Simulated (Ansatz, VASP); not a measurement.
**One calculation of AlRu, two programs**

```xyz
2
Lattice="3.0229 0.0000 0.0000 0.0000 3.0229 0.0000 0.0000 0.0000 3.0229" Properties=species:S:1:pos:R:3 pbc="T T T"
Al    0.0000    0.0000    0.0000
Ru    1.5115    1.5115    1.5115
```

Alike in both runs: functional r2SCAN; k mesh 11 × 11 × 11; occupations fermi-dirac, width 0.1 eV; no spin polarisation.

Ansatz relaxed the structure, and its values are those at the end. VASP's run is a single point on that final structure, the one shown.

```csv
,VASP,Ansatz
version,VASP 6.6.1,Ansatz 0.2.0
potentials or method,"VASP PAW PBE potentials, release 64 (Al, Ru_pv)",PAW plane waves
plane-wave cutoff (eV),520,500
valence electrons in the cell,17,19
```

|  | VASP | Ansatz | Ansatz less VASP |
| --- | --- | --- | --- |
| pressure (GPa) | -7.9 | -7.9 | -0.07 |

The two sets of potentials don't hold the same shells in valence. Ansatz warned: «stress_scf_threshold_loose».

Caveats: the PAW data sets were made with another functional, which shifts forces and pressure a little (VASP).
